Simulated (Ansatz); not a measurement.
Input and command of a plane-wave DFT calculation in Ansatz:

```yaml
crystal:
  lattice:
    - [3.2556397153, 3.2556397153, 0.0]
    - [-3.2556397153, 3.2556397153, 0.0]
    - [0.0, 0.0, 6.9019561965]
  atoms:
    - { symbol: Hg, position: [0.0, 0.0, 0.0] }
    - { symbol: Hg, position: [0.5, 0.5, 0.5] }
    - { symbol: Te, position: [0.5, 0.0, 0.75] }
    - { symbol: Te, position: [0.0, 0.5, 0.25] }
basis:
  ecutwfc: 420
kpoints:
  mp_grid: { grid: [12, 12, 8] }
hamiltonian:
  xc: pbesol
scf:
  occupations: { method: gaussian, width: 0.1 }
output:
  forces: true
  stress: true
  eigenvalues: true
```

```bash
ansatz run input.yaml --threads 1 --pin off --max-ram 2560MiB --backend cpu --events-out ev --progress --plain --runs-dir out
```

Processor: Arm Neoverse V2, 1 thread, on a host shared with other jobs.

**Question.** Estimate time, memory and problem size.

**Answer.** About 77 s on 1 thread of Arm Neoverse V2 (shared host), peak memory 0.78 GiB. It solves 44 bands at 140 k points (the mesh reduced by the symmetry that the task leaves, which can be less than the crystal's) with about 2871 plane waves, in 7 SCF iterations.
